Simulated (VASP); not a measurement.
# WC (Qusongite) (P-6m2) in VASP: further runs

One crystal, WC (Qusongite), is run at these levels: PBE; tasks: relaxation of cell and atoms, single point.

Everything below comes from runs of VASP 6.6.1. Logs are shortened: lines on timing, memory, paths and dates and some standing lists are left out, and cuts for length are marked.

### 1 The crystal as given

The structure is hexagonal, space group P-6m2 (No. 187). Conventional cell: a = 2.907 Å, b = 2.907 Å, c = 2.837 Å, α = 90.00°, β = 90.00°, γ = 120.00°. W (site symmetry -6m2) is surrounded by 6 C at 2.20 Å. Around C (site symmetry -6m2) lie 6 W at 2.20 Å.

### 2 Relaxation of cell and atoms, PBE

Contents of INCAR:

```
SYSTEM = WC
PREC = Accurate
ENCUT = 980
EDIFF = 1E-6
ISMEAR = -1
SIGMA = 0.05
LREAL = .False.
LASPH = .True.
NELM = 100
ALGO = Fast
ISIF = 3
LWAVE = .False.
LCHARG = .False.
GGA = PE
IBRION = 2
NSW = 60
EDIFFG = -0.02
```

Contents of KPOINTS:

```
Automatic mesh
0
Gamma
  10 10 9
  0 0 0
```

Contents of POSCAR:

```
WC
1.0
    2.9065000000      0.0000000000      0.0000000000
   -1.4532500000      2.5171028361      0.0000000000
    0.0000000000      0.0000000000      2.8366000000
W C
1 1
Direct
    0.0000000000      0.0000000000      0.0000000000
    0.6666666667      0.3333333333      0.5000000000
```

Potentials or basis: VASP PAW PBE potentials, release 64 (W_sv, C_h).

Started as:

```bash
> cat potpaw_PBE.64/W_sv/POTCAR potpaw_PBE.64/C_h/POTCAR > POTCAR
> mpirun -np 1 vasp_std > vasp.out
```

OUTCAR:

```text
SYSTEM = WC
   PREC = Accurate
   ENCUT = 980
   EDIFF = 1E-6
   ISMEAR = -1
   LREAL = .False.
   LASPH = .True.
   NELM = 100
   ISIF = 3
   GGA = PE
   IBRION = 2
   NSW = 60
   EDIFFG = -0.02

 ion  position               nearest neighbor table
   1  0.000  0.000  0.000-   2 2.20   2 2.20   2 2.20   2 2.20   2 2.20   2 2.20
   2  0.667  0.333  0.500-   1 2.20   1 2.20   1 2.20   1 2.20   1 2.20   1 2.20

  LATTYP: Found a hexagonal cell.
 ALAT       =     2.9065000000
 C/A-ratio  =     0.9759504559

  Lattice vectors:

 A1 = (   2.9065000000,   0.0000000000,   0.0000000000)
 A2 = (  -1.4532500000,   2.5171028361,   0.0000000000)
 A3 = (   0.0000000000,   0.0000000000,   2.8366000000)

Analysis of symmetry for initial positions (statically):
=====================================================================
 Subroutine PRICEL returns:
 Original cell was already a primitive cell.

 Routine SETGRP: Setting up the symmetry group for a
 hexagonal supercell.

 Subroutine GETGRP returns: Found 12 space group operations
 (whereof 12 operations were pure point group operations)
 out of a pool of 24 trial point group operations.

The static configuration has the point symmetry D_3h.

Analysis of symmetry for dynamics (positions and initial velocities):
=====================================================================
 Subroutine PRICEL returns:
 Original cell was already a primitive cell.

 Routine SETGRP: Setting up the symmetry group for a
 hexagonal supercell.

 Subroutine GETGRP returns: Found 12 space group operations
 (whereof 12 operations were pure point group operations)
 out of a pool of 24 trial point group operations.

The dynamic configuration has the point symmetry D_3h.

 Subroutine INISYM returns: Found 12 space group operations
 (whereof 12 operations are pure point group operations),
 and found     1 'primitive' translations

----------------------------------------------------------------------------------------

                                     Primitive cell

  volume of cell :      20.7525

  direct lattice vectors                    reciprocal lattice vectors
     2.906500000  0.000000000  0.000000000     0.344056425  0.198641070  0.000000000
    -1.453250000  2.517102836  0.000000000     0.000000000  0.397282139  0.000000000
     0.000000000  0.000000000  2.836600000     0.000000000  0.000000000  0.352534725

  length of vectors
     2.906500000  2.906500000  2.836600000     0.397282139  0.397282139  0.352534725

  position of ions in fractional coordinates (direct lattice)
     0.000000000  0.000000000  0.000000000
     0.666666667  0.333333333  0.500000000

  ion indices of the primitive-cell ions
   primitive index   ion index
                 1           1
                 2           2

----------------------------------------------------------------------------------------

 KPOINTS: Automatic mesh

Automatic generation of k-mesh.
 Grid dimensions read from file:
 generate k-points for:   10   10    9

 Generating k-lattice:

  Cartesian coordinates                     Fractional coordinates (reciprocal lattice)
     0.034405643  0.019864107  0.000000000     0.100000000  0.000000000  0.000000000
     0.000000000  0.039728214  0.000000000     0.000000000  0.100000000  0.000000000
     0.000000000  0.000000000  0.039170525     0.000000000  0.000000000  0.111111111

  Length of vectors
     0.039728214  0.039728214  0.039170525

  Shift w.r.t. Gamma in fractional coordinates (k-lattice)
     0.000000000  0.000000000  0.000000000

 Subroutine IBZKPT returns following result:
 ===========================================

 Found     70 irreducible k-points:

 Following reciprocal coordinates:
            Coordinates               Weight
  0.000000  0.000000  0.000000      1.000000
  0.100000  0.000000  0.000000      6.000000
  0.200000  0.000000  0.000000      6.000000
  0.300000  0.000000  0.000000      6.000000
  0.400000  0.000000  0.000000      6.000000
  0.500000  0.000000  0.000000      3.000000
[... 16 lines left out ...]
  0.300000  0.100000  0.111111     24.000000
  0.400000  0.100000  0.111111     24.000000
 [... further k-points ...]
   k-points           NKPTS =     70   k-points in BZ     NKDIM =     70   number of bands    NBANDS=     13
   number of dos      NEDOS =    301   number of ions     NIONS =      2
   total plane-waves  NPLWV =  27000
   dimension x,y,z NGX =    30 NGY =   30 NGZ =   30
   dimension x,y,z NGXF=    60 NGYF=   60 NGZF=   60
   ions per type =               1   1
   NGX,Y,Z   is equivalent  to a cutoff of  17.16, 17.16, 17.58 a.u.
   NGXF,Y,Z  is equivalent  to a cutoff of  34.32, 34.32, 35.16 a.u.
 SYSTEM =  WC
   PREC   = accura    normal or accurate (medium, high low for compatibility)
   ISTART =      0    job   : 0-new  1-cont  2-samecut
   ICHARG =      2    charge: 1-file 2-atom 10-const
   ISPIN  =      1    spin polarized calculation?
   LNONCOLLINEAR =      F non collinear calculations
   LSORBIT =      F    spin-orbit coupling
   LASPH  =      T    aspherical Exc in radial PAW
   ENCUT  =  980.0 eV  72.03 Ry    8.49 a.u.   7.42  7.42  7.24*2*pi/ulx,y,z
   NELM   =    100;   NELMIN=  2; NELMDL= -5     # of ELM steps
   EDIFF  = 0.1E-05   stopping-criterion for ELM
   LREAL  =      F    real-space projection
   EDIFFG = -.2E-01   stopping-criterion for IOM
   NSW    =     60    number of steps for IOM
   IBRION =      2    ionic relax: 0-MD 1-quasi-New 2-CG
   NFREE  =      1    steps in history (QN), initial steepest desc. (CG)
   ISIF   =      3    stress and relaxation
   ISYM   =      2    0-nonsym 1-usesym 2-fastsym
   POTIM  = 0.5000    time-step for ionic-motion
   TEBEG  =    0.0;   TEEND  =   0.0 temperature during run
   PSTRESS=    0.0 pullay stress
   NELECT =      18.0000    total number of electrons
   NUPDOWN=      -1.0000    fix difference up-down
   EMIN   =  10.00;   EMAX   =-10.00  energy-range for DOS
   EFERMI =   0.00;   METHOD = LEGACY
   ISMEAR =    -1;   SIGMA  =   0.05  broadening in eV -4-tet -1-fermi 0-gaus
   EFERMI_NEDOS =   21; number of points for ismear=-14 and -15
   IALGO  =     68    algorithm
   IMIX   =      4    mixing-type and parameters
     AMIX     =   0.40;   BMIX     =  1.00
     AMIX_MAG =   1.60;   BMIX_MAG =  1.00
  volume/ion in A,a.u.               =      10.38        70.02
  Fermi-wavevector in a.u.,A,eV,Ry     =   1.561262  2.950358 33.164744  2.437540
  Thomas-Fermi vector in A             =   2.664353
   LORBIT       =      0    0 simple, 1 ext, 2 COOP (PROOUT), +10 PAW based schemes
   GGA     = PE    functional components
   LHFCALC =     F    Hartree Fock is set to
   AEXX    =    0.0000 exact exchange contribution
   IVDW    =     0    specifies the selected vdW correction
   LEPSILON=     F    determine dielectric tensor
   LRPA    =     F    only Hartree local field effects (RPA)
 conjugate gradient relaxation of ions
 non-spin polarized calculation
 RMM-DIIS sequential band-by-band and
  energy-cutoff  :      980.00
  volume of cell :       20.75
 maximum number of plane-waves:      1466
 NGX is ok and might be reduce to    30
   NGX = 15   NGY = 15   NGZ = 15

--------------------------------------- Ionic step        1  -------------------------------------------

 number of electron      18.0000000 magnetization

 Free energy of the ion-electron system (eV)
  ---------------------------------------------------
  ext. energy  EPLUGINS =         0.00000000
  ---------------------------------------------------
  free energy    TOTEN  =       -22.45332264 eV

  energy without entropy =      -22.45144106  energy(sigma->0) =      -22.45238185

------------------------ aborting loop because EDIFF is reached ----------------------------------------

  FORCE on cell =-STRESS in cart. coord.  units (eV):
  Direction    XX          YY          ZZ          XY          YZ          ZX
  --------------------------------------------------------------------------------------
  -------------------------------------------------------------------------------------
  Total        0.9014178      0.9014178      0.8327205      0.0000000      0.0000000      0.0000000
  in kB       69.5932870     69.5932870     64.2895639      0.0000000      0.0000000      0.0000000
  external PRESSURE =      67.8253793 kB  Pullay stress =       0.0000000 kB
[... 201 lines left out ...]
  energy  without entropy=      -22.4586793284  energy(sigma->0) =      -22.45961481

--------------------------------------- Ionic step        7  -------------------------------------------

 number of electron      18.0000000 magnetization

 Free energy of the ion-electron system (eV)
  ---------------------------------------------------
  ext. energy  EPLUGINS =         0.00000000
  ---------------------------------------------------
  free energy    TOTEN  =       -22.46063256 eV

  energy without entropy =      -22.45874953  energy(sigma->0) =      -22.45969105

 E-fermi :  11.1692     XC(G=0): -13.7418

 val. band max:       11.0823677566   @ k =   0.0000   0.0000   0.3333
 cond. band min:      11.1852860142   @ k =   0.1000   0.0000   0.3333
 fundamental gap:      0.1029182576
 Fermi energy:        11.1691987367

 k-point     1 :       0.0000    0.0000    0.0000
  band No.  band energies     occupation
      1     -62.8656      2.00000
      2     -26.8443      2.00000
      3     -26.7518      2.00000
      4     -26.7518      2.00000
      5      -3.1569      2.00000
      6       6.9547      2.00000
      7       7.8907      2.00000
      8       7.8907      2.00000
      9      11.2707      0.23222
     10      14.3335      0.00000
     11      14.3335      0.00000
     12      16.7083      0.00000
     13      16.7083      0.00000
[... 353 lines left out ...]
 k-point    24 :       0.4000    0.1000    0.1111
  band No.  band energies     occupation
      1     -62.8079      2.00000
      2     -27.4613      2.00000
      3     -26.9637      2.00000
      4     -26.8204      2.00000
      5       0.2126      2.00000
      6       4.3635      2.00000
      7       7.0453      2.00000
      8       8.4944      2.00000
      9       9.9122      2.00000
     10      13.7771      0.00000
     11      15.1254      0.00000
     12      16.0012      0.00000
     13      18.0672      0.00000

 [... further k-points ...]
[... 5 lines left out ...]
  --------------------------------------------------------------------------------------
  -------------------------------------------------------------------------------------
  Total        0.0154734      0.0154734      0.0241353      0.0000000     -0.0000000     -0.0000000
  in kB        1.1750436      1.1750436      1.8328306      0.0000000     -0.0000000     -0.0000000
  external PRESSURE =       1.3943059 kB  Pullay stress =       0.0000000 kB
[... 17 lines left out ...]
  FREE ENERGIE OF THE ION-ELECTRON SYSTEM (eV)
  ---------------------------------------------------
  free  energy   TOTEN  =       -22.4606325642 eV

  energy  without entropy=      -22.4587495262  energy(sigma->0) =      -22.45969105

 reached required accuracy - stopping structural energy minimisation
```

Run time: 90 s. Hardware: 1 thread of Intel Xeon 6975P-C (Granite Rapids), shared host; peak memory 0.22 GiB.

Results:

```
Free energy                            : -22.4606 eV
Relaxed volume                         : 10.55 Å³/atom
Relaxed cell                           : a = 2.925 Å, b = 2.925 Å, c = 2.848 Å, α = 90.00°, β = 90.00°, γ = 120.00°
Space group after relaxing (to 0.05 Å) : P-6m2 (No. 187)
Energy gained by relaxing              : 3.7 meV/atom
Ionic steps                            : 7
Pressure after relaxing                : 0.1 GPa
Band gap on the k mesh                 : none (metal or under the smearing width)
```

Step by step:
```tsv
step	energy change (eV)	largest force (eV/Å)	pressure (GPa)	volume (Å³)
1	0.0000	0.0000	6.78	20.75
2	0.0452	0.0000	-16.24	22.10
3	-0.0072	0.0000	-0.17	21.11
4	-0.0072	0.0000	-0.04	21.10
5	-0.0072	0.0000	0.10	21.10
6	-0.0072	0.0000	0.16	21.10
7	-0.0073	0.0000	0.14	21.10
```

Final structure:
```
CELL_PARAMETERS angstrom
2.92473 0.00000 0.00000
-1.46237 2.53289 0.00000
0.00000 0.00000 2.84799
ATOMIC_POSITIONS crystal
W 0.00000 0.00000 0.00000
C 0.66667 0.33333 0.50000
```

Levels at points of the mesh, in eV from the Fermi level:
```tsv
k point	band 7	band 8	band 9	band 10	band 11	band 12
(0.00, 0.00, 0.00)	-3.28	-3.28	0.10	3.16	3.16	5.54
(0.50, 0.00, 0.00)	-3.52	-3.49	-0.48	2.30	4.42	4.75
```

Spin-orbit coupling is left out, which matters for the levels of W. PBE usually gives volumes a little too large and moduli too small.

### 3 Relaxation of cell and atoms, PBE

Contents of INCAR:

```
SYSTEM = WC
  ALGO = Normal
  EDIFF = 1E-6
  EDIFFG = -0.01
  ENCUT = 480
  GGA = PE
  IBRION = 2
  ISIF = 3
  ISMEAR = -1
  LASPH = .True.
  LCHARG = .False.
  LREAL = .False.
  LWAVE = .False.
  NELM = 80
  NSW = 60
  PREC = Accurate
  SIGMA = 0.05
```

Contents of KPOINTS:

```
k-points
0
Gamma
  10 10 9
  0 0 0
```

POSCAR is that of step 2.

Potentials or basis: VASP PAW PBE potentials, release 64 (W_sv, C_s).

Started as:

```bash
> cat potpaw_PBE.64/W_sv/POTCAR potpaw_PBE.64/C_s/POTCAR > POTCAR
> mpirun -np 1 vasp_std > vasp.out
```

Run time: 20 s. Hardware: 1 thread of Intel Xeon 6975P-C (Granite Rapids), shared host; peak memory 0.15 GiB.

The run converged. Its results:

| Property | Result |
| --- | --- |
| Free energy | -22.4556 eV |
| Relaxed volume | 10.55 Å³/atom |
| Relaxed cell | a = 2.925 Å, b = 2.925 Å, c = 2.848 Å, α = 90.00°, β = 90.00°, γ = 120.00° |
| Space group after relaxing (to 0.05 Å) | P-6m2 (No. 187) |
| Energy gained by relaxing | 3.6 meV/atom |
| Ionic steps | 6 |
| Pressure after relaxing | 0.0 GPa |
| Band gap on the k mesh | none (metal or under the smearing width) |

The path:
```
step  energy change (eV)  largest force (eV/Å)  pressure (GPa)  volume (Å³)
   1              0.0000                0.0000            6.63        20.75
   2              0.0427                0.0000          -15.81        22.07
   3             -0.0071                0.0000           -0.12        21.10
   4             -0.0071                0.0000           -0.02        21.10
   5             -0.0071                0.0000            0.07        21.10
   6             -0.0072                0.0000            0.04        21.10
```

Final structure:
```yaml
crystal:
  lattice:
    - [2.92473, 0.00000, 0.00000]
    - [-1.46237, 2.53289, 0.00000]
    - [0.00000, 0.00000, 2.84826]
  atoms:
    - { symbol: W, position: [0.00000, 0.00000, 0.00000] }
    - { symbol: C, position: [0.66667, 0.33333, 0.50000] }
```

Levels at points of the mesh, in eV from the Fermi level:
| k point | band 7 | band 8 | band 9 | band 10 | band 11 | band 12 |
| --- | --- | --- | --- | --- | --- | --- |
| (0.00, 0.00, 0.00) | -3.28 | -3.28 | 0.10 | 3.16 | 3.16 | 5.54 |
| (0.50, 0.00, 0.00) | -3.53 | -3.49 | -0.48 | 2.31 | 4.42 | 4.75 |

### 4 Relaxation of cell and atoms, PBE

Contents of INCAR:

```
SYSTEM = WC
ALGO = Normal
EDIFF = 1E-6
EDIFFG = -0.005
ENCUT = 600
GGA = PE
IBRION = 2
ISIF = 3
ISMEAR = -1
LASPH = .True.
LCHARG = .False.
LREAL = .False.
LWAVE = .False.
NELM = 100
NSW = 60
PREC = Accurate
SIGMA = 0.05
```

KPOINTS is that of step 3.

POSCAR is that of step 3.

Potentials or basis: VASP PAW PBE potentials, release 54 (W_sv, C).

Started as:

```bash
> cat potpaw_PBE.54/W_sv/POTCAR potpaw_PBE.54/C/POTCAR > POTCAR
> mpirun -np 1 vasp_std > vasp.out
```

Wall time 22 s (1 thread of Intel Xeon 6975P-C (Granite Rapids), shared host); peak memory 0.16 GiB.

The run converged. Its results:

| Item | Value |
| --- | --- |
| Free energy | -22.4547 eV |
| Relaxed volume | 10.55 Å³/atom |
| Relaxed cell | a = 2.925 Å, b = 2.925 Å, c = 2.848 Å, α = 90.00°, β = 90.00°, γ = 120.00° |
| Space group after relaxing (to 0.05 Å) | P-6m2 (No. 187) |
| Energy gained by relaxing | 3.6 meV/atom |
| Ionic steps | 6 |
| Pressure after relaxing | 0.1 GPa |
| Band gap on the k mesh | none (metal or under the smearing width) |

Step by step:
| step | energy change (eV) | largest force (eV/Å) | pressure (GPa) | volume (Å³) |
| --- | --- | --- | --- | --- |
| 1 | 0.0000 | 0.0000 | 6.65 | 20.75 |
| 2 | 0.0426 | 0.0000 | -15.78 | 22.07 |
| 3 | -0.0071 | 0.0000 | -0.13 | 21.11 |
| 4 | -0.0071 | 0.0000 | -0.02 | 21.10 |
| 5 | -0.0071 | 0.0000 | 0.08 | 21.10 |
| 6 | -0.0072 | 0.0000 | 0.05 | 21.10 |

Final structure:
```yaml
crystal:
  lattice:
    - [2.92486, 0.00000, 0.00000]
    - [-1.46243, 2.53300, 0.00000]
    - [0.00000, 0.00000, 2.84827]
  atoms:
    - { symbol: W, position: [0.00000, 0.00000, 0.00000] }
    - { symbol: C, position: [0.66667, 0.33333, 0.50000] }
```

Levels at points of the mesh, in eV from the Fermi level:
| k point | band 7 | band 8 | band 9 | band 10 | band 11 | band 12 |
| --- | --- | --- | --- | --- | --- | --- |
| (0.00, 0.00, 0.00) | -3.28 | -3.28 | 0.10 | 3.16 | 3.16 | 5.54 |
| (0.50, 0.00, 0.00) | -3.52 | -3.49 | -0.48 | 2.30 | 4.42 | 4.75 |

(Part 1 of 2 ends here.)
